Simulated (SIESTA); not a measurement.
Ni3Ge under changes of volume

One of the cells (11.220 Å³/atom); the others are scaled copies at fixed shape and fractional positions:

```xyz
4
Lattice="3.5537 0.0000 0.0000 0.0000 3.5537 0.0000 0.0000 0.0000 3.5537" Properties=species:S:1:pos:R:3 pbc="T T T"
Ge    0.0000    0.0000    0.0000
Ni    1.7769    1.7769    0.0000
Ni    0.0000    1.7769    1.7769
Ni    1.7769    0.0000    1.7769
```

The cell comes from a database or a generator and needn't be the stable form of this composition.

| Quantity | Value |
| --- | --- |
| Program | SIESTA 5.4.2 |
| Functional | PBEsol |
| Potentials or basis | PseudoDojo 0.4 standard (PBEsol files) |
| Basis | DZP (energy shift 0.003 Ry; two zetas on semicore shells) |
| Grid cutoff | 800 Ry |
| Energy shift | 0.003 Ry |
| k mesh | 8 × 8 × 8 |
| Occupations | fermi-dirac, width 0.05 eV |
| Spin | collinear spin, ferromagnetic start |
| Starting moments | [0.0, 1.0, 1.0, 1.0] μB |

| volume (Å³/atom) | energy over the lowest point (meV/atom) | pressure (GPa) |
| --- | --- | --- |
| 10.340 | 34.27 | 17.4 |
| 10.560 | 13.90 | 12.0 |
| 10.780 | 1.78 | 5.7 |
| 11.220 | 0.00 | -3.2 |
| 11.440 | ? | ? |
| 11.660 | 18.76 | -11.0 |

What does the run at 11.440 Å³/atom give?

Energy over the lowest point 6.72 meV/atom; pressure -6.6 GPa.

Worked out: A Birch-Murnaghan fit of order 3 (a polynomial in V^(-2/3)) to the other rows has its minimum at 11.03 Å³/atom with B0 = V·E''(V) = 223 GPa (rough, since the energies scatter). It gives 7.21 meV/atom at 11.440 Å³/atom, against the run's 6.72, and -dE/dV = -7.0 GPa, against -6.6.

Energies are extrapolated to zero smearing.

Caveats: short orbitals over semicore shells can move pressures by several GPa; the basis of atomic orbitals isn't converged, which shifts pressures, moduli and gaps.
